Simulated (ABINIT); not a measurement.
MgO:

```
Mg O
1.0
     0.00000    2.09700    2.09700
     2.09700    0.00000    2.09700
     2.09700    2.09700    0.00000
Mg O
1 1
Cartesian
  0.0000 0.0000 0.0000
  2.0970 2.0970 2.0970
```

The cell is a database's computed one.

Base run:

- Program: ABINIT 10.8.3 (patched build)
- Functional: RPBE
- Potentials or basis: JTH PAW PBE v2.0
- Cutoff: 626 eV
- k mesh: 11 × 11 × 11
- Occupations: fermi-dirac, width 0.05 eV
- Spin: no spin polarisation

Its results: band gap on the k mesh 4.97 eV, direct; pressure 11.5 GPa.

Question: The run is repeated on the same cell with these changes: functional from RPBE to revPBE. What comes out?

Answer: Band gap on the k mesh 4.95 eV, direct; pressure 10.5 GPa.

Caveats: the PAW data sets were made with another functional, which shifts forces and pressure a little.
